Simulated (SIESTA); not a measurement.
# Cs in SIESTA: convergence with real-space mesh cutoff

Input of the first run (real-space mesh cutoff 100 Ry); the others differ in this setting and in those tied to it:

The input Cs.fdf:

```
SystemName                      Cs
SystemLabel                     Cs
NumberOfSpecies                 1
NumberOfAtoms                   3
%block ChemicalSpeciesLabel
  1  55 Cs
%endblock ChemicalSpeciesLabel

LatticeConstant                 1.0 Ang
%block LatticeVectors
     5.6491766949     0.0000000000     0.0000000000
     0.2941202369     5.6415149222     0.0000000000
     0.0000000000     0.0000000000    22.7783880262
%endblock LatticeVectors
AtomicCoordinatesFormat         Fractional
%block AtomicCoordinatesAndAtomicSpecies
     0.5000000000     0.5000000000     0.3292594714  1  Cs
     0.0000000000     0.0000000000     0.5000000000  1  Cs
     0.5000000000     0.5000000000     0.6707405286  1  Cs
%endblock AtomicCoordinatesAndAtomicSpecies

%block kgrid.MonkhorstPack
    4   0   0  0.0
    0   4   0  0.0
    0   0   1  0.0
%endblock kgrid.MonkhorstPack
XC.Functional                   GGA
XC.Authors                      PBE
PAO.BasisSize                   DZP
PAO.EnergyShift                 0.003 Ry
Mesh.Cutoff                     100 Ry
OccupationFunction              FD
ElectronicTemperature           0.05 eV
Slab.DipoleCorrection           vacuum
MaxSCFIterations                120
SCF.MustConverge                false
SCF.Mixer.Method                Pulay
SCF.Mixer.Weight                0.25
SCF.Mixer.History               8
SCF.DM.Tolerance                5.0e-05
SCF.H.Tolerance                 1.0e-03 eV
WriteForces                     true
Charge.Mulliken                 end
%block PAO.Basis
  Cs 5
  n=5 0 2
    4.696 0.000
  n=6 0 2
    9.500 0.000
  n=5 1 2
    5.738 0.000
  n=6 1 1
    9.500
  n=5 2 1
    7.000
%endblock PAO.Basis
```

Potentials or basis: PseudoDojo 0.4 standard (PBE files), DZP (energy shift 0.003 Ry; two zetas on semicore shells; d shell added on Cs).

The run is started by

```console
$ siesta < Cs.fdf > Cs.out 2>&1
```

The slab is cut from a database's or a generator's crystal, which needn't be the stable form of the element.

Hardware: 1 thread of Intel(R) Xeon(R) Processor @ 2.50GHz (Skylake/Cascade Lake), with other jobs on the host.

| real-space mesh cutoff | energy less the tightest run, at zero smearing (meV/atom) | SCF cycles | CPU time (s) | peak memory (GiB) |
| --- | --- | --- | --- | --- |
| 100 Ry | -0.38 | 9 | 9.3 | 0.19 |
| 150 Ry | -0.06 | 9 | 24 | 0.23 |
| 200 Ry | -0.04 | 9 | 21 | 0.24 |
| 300 Ry | -0.02 | 9 | 42 | 0.32 |
| 400 Ry | -0.01 | 9 | 75 | 0.45 |
| 500 Ry | -0.01 | 9 | 86 | 0.56 |
| 700 Ry | 0.00 | 9 | 140 | 0.78 |
| 900 Ry | 0.00 | 9 | 220 | 1.2 |
| 1200 Ry | 0.00 | 9 | 320 | 1.5 |

Against the tightest run, the energy stays within 1 meV/atom from 100 Ry on. Values are those asked for, which the program may round to a finer grid. The tightest run that finished is the yardstick and may itself not be fully converged.

 The run has no spin-orbit coupling, so splittings on Cs are missing.
